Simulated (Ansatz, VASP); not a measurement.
Two plane-wave programs on Hf3B

```
CELL_PARAMETERS angstrom
4.12689 0.00000 0.00000
0.00000 4.12689 0.00000
0.00000 0.00000 4.12689
ATOMIC_POSITIONS crystal
Hf 0.00000 0.50000 0.50000
Hf 0.50000 0.00000 0.50000
Hf 0.50000 0.50000 0.00000
B 0.00000 0.00000 0.00000
```

Alike in both runs: functional PBE; k mesh 4 × 4 × 4; occupations gaussian, width 0.1 eV; no spin polarisation.

Ansatz relaxed the structure, and its values are those at the end. VASP's run is a single point on that final structure, the one shown.

|  | VASP | Ansatz |
| --- | --- | --- |
| version | VASP 6.6.1 | Ansatz 0.2.0 |
| potentials or method | VASP PAW PBE potentials, release 64 (Hf_pv, B) | scalar-relativistic, plane waves, PAW |
| plane-wave cutoff (eV) | 520 | 420 |
| valence electrons in the cell | 33 | 81 |

VASP gave:

- gap on the k mesh at the Fermi level (eV): none
- pressure (GPa): -0.5

Which values does Ansatz return?

gap on the k mesh at the Fermi level (eV): none; pressure (GPa): 0.1.

A gap of «none» marks a metal or a gap that the smearing closes. The two sets of potentials don't hold the same shells in valence.

Caveats: the k mesh is coarse (spacing up to 0.38 Å⁻¹), so the values aren't converged. Spin-orbit coupling is left out, which matters for the levels of Hf.
